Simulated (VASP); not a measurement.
# Ni (Fm-3m) in VASP: elastic constants with RPBE

Aim: the elastic constants of Ni with RPBE.

Everything below comes from runs of VASP 6.6.1. Logs are shortened: lines on timing, memory, paths and dates and some standing lists are left out, and cuts for length are marked.

### Step 1. The crystal as given

The structure is cubic, space group Fm-3m (No. 225). Conventional cell: a = 3.551 Å, b = 3.551 Å, c = 3.551 Å, α = 90.00°, β = 90.00°, γ = 90.00°. Around Ni (site symmetry m-3m) lie 12 Ni at 2.51 Å.

### Step 2. Elastic constants, RPBE, collinear spin, ferromagnetic start

The input, POSCAR:

```
Ni
1.0
    0.0000000000      1.7756500000      1.7756500000
    1.7756500000      0.0000000000      1.7756500000
    1.7756500000      1.7756500000      0.0000000000
Ni
1
Direct
    0.0000000000      0.0000000000      0.0000000000
```

The input, INCAR.step1:

```
ALGO     = Normal         # electronic algorithm
EDIFF    = 1E-8           # SCF threshold, eV
EDIFFG   = -0.002         # ionic threshold
ENCUT    = 600            # plane-wave cutoff, eV
GGA      = RP             # functional
IBRION   = 2              # ionic algorithm
ISIF     = 3              # what is computed and relaxed
ISMEAR   = 0              # smearing method
ISPIN    = 2              # spin polarisation
LASPH    = T              # aspherical terms in the spheres
LCHARG   = F              # write CHGCAR
LMAXMIX  = 4              # l up to which the mixer works
LORBIT   = 11             # projections on sites
LREAL    = F              # projectors in reciprocal space
LWAVE    = F              # write WAVECAR
MAGMOM   = 1              # initial moments
NELM     = 120            # most SCF steps
NSW      = 40             # ionic steps
PREC     = Accurate       # precision mode
SIGMA    = 0.1            # smearing width, eV
```

The input, INCAR.step2:

```
ALGO     = Normal         # electronic algorithm
EDIFF    = 1E-8           # SCF threshold, eV
ENCUT    = 600            # plane-wave cutoff, eV
GGA      = RP             # functional
IBRION   = 6              # ionic algorithm
ISIF     = 3              # what is computed and relaxed
ISMEAR   = 0              # smearing method
ISPIN    = 2              # spin polarisation
LASPH    = T              # aspherical terms in the spheres
LCHARG   = F              # write CHGCAR
LMAXMIX  = 4              # l up to which the mixer works
LORBIT   = 11             # projections on sites
LREAL    = F              # projectors in reciprocal space
LWAVE    = F              # write WAVECAR
MAGMOM   = 1              # initial moments
NELM     = 120            # most SCF steps
NFREE    = 2            
NSW      = 1              # ionic steps
POTIM    = 0.015          # step
PREC     = Accurate       # precision mode
SIGMA    = 0.1            # smearing width, eV
```

The input, KPOINTS:

```
k-points
0
Gamma
  20 20 20
```

Potentials or basis: VASP PAW PBE potentials, release 64 (Ni).

On the command line:

```
$ cat potpaw_PBE.64/Ni/POTCAR > POTCAR
$ cp INCAR.step1 INCAR
$ mpirun -np 1 vasp_std > vasp.out
$ cp CONTCAR POSCAR
$ cp INCAR.step2 INCAR
$ mpirun -np 1 vasp_std > vasp.out
```

OUTCAR:

```text
EDIFF = 1E-8
   ENCUT = 600
   GGA = RP
   IBRION = 6
   ISIF = 3
   ISMEAR = 0
   ISPIN = 2
   LASPH = T
   LORBIT = 11
   LREAL = F
   NELM = 120
   NFREE = 2
   NSW = 1
   POTIM = 0.015
   PREC = Accurate

 ion  position               nearest neighbor table
   1  0.000  0.000  0.000-

  LATTYP: Found a face centered cubic cell.
 ALAT       =     3.5530618236

  Lattice vectors:

 A1 = (   0.0000000000,   1.7765309118,   1.7765309118)
 A2 = (   1.7765309118,   0.0000000000,   1.7765309118)
 A3 = (   1.7765309118,   1.7765309118,   0.0000000000)

Analysis of symmetry for initial positions (statically):
=====================================================================
 Subroutine PRICEL returns:
 Original cell was already a primitive cell.

 Routine SETGRP: Setting up the symmetry group for a
 face centered cubic supercell.

 Subroutine GETGRP returns: Found 48 space group operations
 (whereof 48 operations were pure point group operations)
 out of a pool of 48 trial point group operations.

The static configuration has the point symmetry O_h .

Analysis of symmetry for dynamics (positions and initial velocities):
=====================================================================
 Subroutine PRICEL returns:
 Original cell was already a primitive cell.

 Routine SETGRP: Setting up the symmetry group for a
 face centered cubic supercell.

 Subroutine GETGRP returns: Found 48 space group operations
 (whereof 48 operations were pure point group operations)
 out of a pool of 48 trial point group operations.

The dynamic configuration has the point symmetry O_h .

Analysis of structural, dynamic, and magnetic symmetry:
=====================================================================
 Subroutine PRICEL returns:
 Original cell was already a primitive cell.

 Routine SETGRP: Setting up the symmetry group for a
 face centered cubic supercell.

 Subroutine GETGRP returns: Found 48 space group operations
 (whereof 48 operations were pure point group operations)
 out of a pool of 48 trial point group operations.

The overall configuration has the point symmetry O_h .

 Subroutine INISYM returns: Found 48 space group operations
 (whereof 48 operations are pure point group operations),
 and found     1 'primitive' translations

----------------------------------------------------------------------------------------

                                     Primitive cell

  volume of cell :      11.2137

  direct lattice vectors                    reciprocal lattice vectors
     0.000000000  1.776530912  1.776530912    -0.281447397  0.281447397  0.281447397
     1.776530912  0.000000000  1.776530912     0.281447397 -0.281447397  0.281447397
     1.776530912  1.776530912  0.000000000     0.281447397  0.281447397 -0.281447397

  length of vectors
     2.512394109  2.512394109  2.512394109     0.487481190  0.487481190  0.487481190

  position of ions in fractional coordinates (direct lattice)
     0.000000000  0.000000000  0.000000000

  ion indices of the primitive-cell ions
   primitive index   ion index
                 1           1

----------------------------------------------------------------------------------------

 KPOINTS: k-points

Automatic generation of k-mesh.
 Grid dimensions read from file:
 generate k-points for:   20   20   20

 Generating k-lattice:

  Cartesian coordinates                     Fractional coordinates (reciprocal lattice)
    -0.014072370  0.014072370  0.014072370     0.050000000  0.000000000  0.000000000
     0.014072370 -0.014072370  0.014072370     0.000000000  0.050000000  0.000000000
[... 93 lines left out ...]
  volume of cell :       11.21
 maximum number of plane-waves:       388
   NGX =  9   NGY =  9   NGZ =  9

--------------------------------------- Ionic step        1  -------------------------------------------

 number of electron      10.0000006 magnetization       0.6356465

 Free energy of the ion-electron system (eV)
  ---------------------------------------------------
  ext. energy  EPLUGINS =         0.00000000
  ---------------------------------------------------
  free energy    TOTEN  =        -4.95723874 eV

  energy without entropy =       -4.94829345  energy(sigma->0) =       -4.95276610

------------------------ aborting loop because EDIFF is reached ----------------------------------------

  FORCE on cell =-STRESS in cart. coord.  units (eV):
  Direction    XX          YY          ZZ          XY          YZ          ZX
  --------------------------------------------------------------------------------------
  -------------------------------------------------------------------------------------
  Total        0.0019787      0.0019787      0.0019787      0.0000000      0.0000000      0.0000000
  in kB        0.2827135      0.2827135      0.2827135      0.0000000      0.0000000      0.0000000
  external PRESSURE =       0.2827135 kB  Pullay stress =       0.0000000 kB
[... 86 lines left out ...]
  FREE ENERGIE OF THE ION-ELECTRON SYSTEM (eV)
  ---------------------------------------------------
  free  energy   TOTEN  =        -4.9552167013 eV

  energy  without entropy=       -4.9464421546  energy(sigma->0) =       -4.95082943

[... ionic steps 4 to 12 ...]

--------------------------------------- Ionic step       13  -------------------------------------------

 number of electron      10.0000005 magnetization       0.6356104

------------------------ aborting loop because EDIFF is reached ----------------------------------------
[... 65 lines left out ...]
--------------------------------------- Ionic step       15  -------------------------------------------

 number of electron      10.0000003 magnetization       0.6356392

 Free energy of the ion-electron system (eV)
  ---------------------------------------------------
  ext. energy  EPLUGINS =         0.00000000
  ---------------------------------------------------
  free energy    TOTEN  =        -4.95723636 eV

  energy without entropy =       -4.94829107  energy(sigma->0) =       -4.95276372

 E-fermi :   9.1151     XC(G=0): -12.9539

 val. band max:        9.1146752847   @ k =  -0.2500   0.1000   0.0000
 cond. band min:       9.1152279383   @ k =   0.5000   0.3000   0.1000
 fundamental gap:      0.0005526535
 Fermi energy:         9.1150699586

 spin component 1

 k-point     1 :       0.0000    0.0000    0.0000
  band No.  band energies     occupation
      1       0.3250      1.00000
      2       6.7275      1.00000
      3       6.7275      1.00000
      4       6.7275      1.00000
      5       7.8606      1.00000
      6       7.8606      1.00000
      7      32.5365      0.00000
      8      36.2318      0.00000
      9      36.2318      0.00000
     10      36.2318      0.00000
[... 287 lines left out ...]
 k-point    24 :      -0.3500    0.0500    0.0000
  band No.  band energies     occupation
      1       4.0877      1.00000
      2       6.8179      1.00000
      3       6.8704      1.00000
      4       7.0016      1.00000
      5       8.1676      1.00000
      6       8.5057      1.00000
      7      18.0248      0.00000
      8      30.4449      0.00000
      9      32.7633      0.00000
     10      34.5323      0.00000

 [... further k-points ...]

 spin component 2

 k-point     1 :       0.0000    0.0000    0.0000
  band No.  band energies     occupation
      1       0.2552      1.00000
      2       7.5192      1.00000
      3       7.5192      1.00000
      4       7.5192      1.00000
      5       8.4586      1.00000
      6       8.4586      1.00000
      7      32.3225      0.00000
      8      36.1828      0.00000
      9      36.1828      0.00000
     10      36.1828      0.00000
[... 327 lines left out ...]
  FREE ENERGIE OF THE ION-ELECTRON SYSTEM (eV)
  ---------------------------------------------------
  free  energy   TOTEN  =        -4.9572363628 eV

  energy  without entropy=       -4.9482910673  energy(sigma->0) =       -4.95276372

 INTERNAL STRAIN TENSORS FROM STRAINED CELLS
 ============================================

 INTERNAL STRAIN TENSOR FOR ION    1 for displacements in x,y,z  (eV/Angst):
          X           Y           Z          XY          YZ          ZX
  --------------------------------------------------------------------------------
  x     0.00000     0.00000     0.00000     0.00000     0.00000     0.00000
  y    -0.00000    -0.00000    -0.00000     0.00000     0.00000     0.00000
  z     0.00000     0.00000     0.00000     0.00000    -0.00000     0.00000

 INTERNAL STRAIN TENSORS FROM DISPLACED ATOMS
 ============================================

 INTERNAL STRAIN TENSOR FOR ION    1 for displacements in x,y,z  (eV/Angst):
          X           Y           Z          XY          YZ          ZX
  --------------------------------------------------------------------------------
  x     0.00000     0.00000     0.00000     0.00000     0.00000     0.00000
  y     0.00000     0.00000     0.00000     0.00000     0.00000     0.00000
  z     0.00000     0.00000     0.00000     0.00000     0.00000     0.00000

 Eigenvectors and eigenvalues of the dynamical matrix
 ----------------------------------------------------

   1 f/i=    0.000000 THz     0.000000 2PiTHz    0.000000 cm-1     0.000000 meV
             X         Y         Z           dx          dy          dz
      0.000000  0.000000  0.000000     1.000000    0.000000    0.000000

   2 f/i=    0.000000 THz     0.000000 2PiTHz    0.000000 cm-1     0.000000 meV
             X         Y         Z           dx          dy          dz
      0.000000  0.000000  0.000000     0.000000    1.000000    0.000000

   3 f/i=    0.000000 THz     0.000000 2PiTHz    0.000000 cm-1     0.000000 meV
             X         Y         Z           dx          dy          dz
      0.000000  0.000000  0.000000     0.000000    0.000000    1.000000

--------------------------------------------------------------------------------------------------------

 ELASTIC MODULI CONTR FROM IONIC RELAXATION (kBar)
 Direction    XX          YY          ZZ          XY          YZ          ZX
 --------------------------------------------------------------------------------
 XX           0.0000      0.0000      0.0000      0.0000      0.0000      0.0000
 YY           0.0000      0.0000      0.0000      0.0000      0.0000      0.0000
 ZZ           0.0000      0.0000      0.0000      0.0000      0.0000      0.0000
 XY           0.0000      0.0000      0.0000      0.0000      0.0000      0.0000
 YZ           0.0000      0.0000      0.0000      0.0000      0.0000      0.0000
 ZX           0.0000      0.0000      0.0000      0.0000      0.0000      0.0000
 --------------------------------------------------------------------------------

 TOTAL ELASTIC MODULI (kBar)
 Direction    XX          YY          ZZ          XY          YZ          ZX
 --------------------------------------------------------------------------------
 XX        2495.3127   1411.8480   1411.8480      0.0000     -0.0000     -0.0000
 YY        1411.8480   2495.3127   1411.8480      0.0000      0.0000      0.0000
 ZZ        1411.8480   1411.8480   2495.3127     -0.0000      0.0000      0.0000
 XY           0.0000      0.0000     -0.0000   1221.5877      0.0000      0.0000
 YZ          -0.0000      0.0000      0.0000      0.0000   1221.5877      0.0000
 ZX          -0.0000      0.0000      0.0000      0.0000      0.0000   1221.5877
 --------------------------------------------------------------------------------

 total charge

# of ion       s       p       d       tot
------------------------------------------
    1        0.483   0.471   8.297   9.251

 magnetization (x)

# of ion       s       p       d       tot
------------------------------------------
    1       -0.008  -0.027   0.687   0.652
```

Wall time 38 min (1 thread of AMD EPYC 9R45 (Zen 5), shared host); peak memory 0.89 GiB.

Results:

| Item | Value |
| --- | --- |
| Relaxed volume | 11.21 Å³/atom |
| Relaxed cell | a = 2.512 Å, b = 2.512 Å, c = 2.512 Å, α = 60.00°, β = 60.00°, γ = 60.00° |
| Space group after relaxing (to 0.05 Å) | Fm-3m (No. 225) |
| Net moment | 0.64 μB per cell |
| Site moments | Ni +0.65 μB |
| Valence electrons inside the program's atomic spheres | Ni 9.25 |
| Elastic constants C11, C12, C44 | 250, 141, 122 GPa |
| Voigt bulk modulus | 177 GPa |

Final structure:
```yaml
crystal:
  lattice:
    - [0.00000, 1.77653, 1.77653]
    - [1.77653, 0.00000, 1.77653]
    - [1.77653, 1.77653, 0.00000]
  atoms:
    - { symbol: Ni, position: [0.00000, 0.00000, 0.00000] }
```

Elastic tensor in Voigt notation (GPa, in the Cartesian axes of the cell as first typed):
```
250 141 141   0   0   0
141 250 141   0   0   0
141 141 250   0   0   0
  0   0   0 122   0   0
  0   0   0   0 122   0
  0   0   0   0   0 122
```

Clamped-ion elastic tensor (GPa):
```
250 141 141   0   0   0
141 250 141   0   0   0
141 141 250   0   0   0
  0   0   0 122   0   0
  0   0   0   0 122   0
  0   0   0   0   0 122
```

Caveat: the PAW data sets were made with another functional, which shifts forces and pressure a little.
